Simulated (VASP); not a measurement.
A run of VASP 6.6.1 is set up as follows.

The input INCAR:

```
  ALGO = Normal
  EDIFF = 1E-6
  ENCUT = 520
  GGA = PE
  ISIF = 2
  ISMEAR = 0
  LASPH = True
  LCHARG = True
  LELF = True
  LREAL = False
  LVHAR = True
  LWAVE = False
  NBANDS = 16
  NELM = 100
  PREC = Accurate
  SIGMA = 0.1
```

The input KPOINTS:

```
k-points
0
Gamma
  12 12 12
```

The input POSCAR:

```
AlRu
1.0
    3.0064383360      0.0000000000      0.0000000000
    0.0000000000      3.0513123360      0.0000000000
    0.0000000000      0.0000000000      3.0513123360
Al Ru
1 1
Direct
   -0.0200561572      0.0000000000      0.0000000000
    0.5200561572      0.5000000000      0.5000000000
```

Potentials or basis: VASP PAW PBE potentials, release 64 (Al, Ru_pv).

The run is started by

```bash
$ cat potpaw_PBE.64/Al/POTCAR potpaw_PBE.64/Ru_pv/POTCAR > POTCAR
$ mpirun -np 1 vasp_std > vasp.out
```

Problem. Estimate the largest force.

Solution. 0.776 eV/Å.

Problem. Estimate the pressure.

Solution. -5.2 GPa.

Stress tensor (GPa, compression positive):
```
-4.24  0.00  0.00
 0.00 -5.75  0.00
 0.00  0.00 -5.75
```
